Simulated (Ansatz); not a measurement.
Two G0W0 runs on MoTe2/MoTe2/MoTe2 (multilayer of trigonal-prismatic sheets).

The cell holds 9 atoms: 3 Mo and 6 Te. Its edges and angles: a = 3.437 Å, b = 3.437 Å, c = 57.100 Å, α = 90.0°, β = 90.0°, γ = 120.0°. Regions: layer 1 (MoTe2), 3 atoms (1 Mo and 2 Te); layer 2 (MoTe2), 3 atoms (1 Mo and 2 Te); layer 3 (MoTe2), 3 atoms (1 Mo and 2 Te). Vacuum lies along c.

```xyz
9
Lattice="3.4375 0.0000 0.0000 -1.7187 2.9769 0.0000 0.0000 0.0000 57.1000" Properties=species:S:1:pos:R:3
Mo    0.0000    1.9846   21.8847
Te    1.7187    0.9923   23.7032
Te    1.7187    0.9923   20.0699
Mo    1.7187    0.9923   28.5500
Te    0.0000    1.9846   30.3643
Te    0.0000    1.9846   26.7357
Mo    0.0000    1.9846   35.2153
Te    1.7187    0.9923   37.0301
Te    1.7187    0.9923   33.3968
```

The structure was relaxed with PBEsol-D3(BJ). The runs that relaxed it are not among those shown. Spin-orbit coupling is left out unless a run names it. PAW set soft_2, made with PBE.

The first (Ansatz 0.2.0; start PBEsol, 9×9×1 mesh, 777 empty bands, screening to 70 eV; 1 × NVIDIA H100 80GB HBM3 (shared by 6 runs) with 3 threads of AMD EPYC 7R13 (Zen 3), shared host) gave, on its mesh: starting gap 0.64 eV, G0W0 gap 0.94 eV, mean of 1 + 4πα/V (set by the cell height) 5.71, 4.6 min.

The second gave: starting gap 0.64 eV, G0W0 gap 0.88 eV, mean of 1 + 4πα/V (set by the cell height) 5.78, 1.7 min.

What was changed in the input? Choose among start, files, mesh, bands and cutoff, frequency model or another key.

Changed: empty bands from 777 to 310 and screening cutoff (eV) from 70.0 to 38. The starting gap stayed, which rules out the functional and points to the GW step. Other changes could give like numbers; this is the one that was made.

Limits: not at the basis limit; coarse mesh for a sheet; no spin-orbit coupling.

[Paths, hosts, dates, memory and timing lines, banners, echoed tables and standing remarks are left out of the program output.]

[Logs are printed without paths, hosts, clocks, repeated set-up lines and the standing remarks that a program may print on its own settings, such as how far it seeks lower states.]

[Runs of the session that timed out or met a known fault of the program may be left out.]

[Cells called generated may have been cut or substituted from an entry of the Crystallography Open Database or the Materials Project.]

[Hosts, paths, dates, database ids (printed as entryN), source tags and the programs' standing remarks are cut or masked in the printed files.]
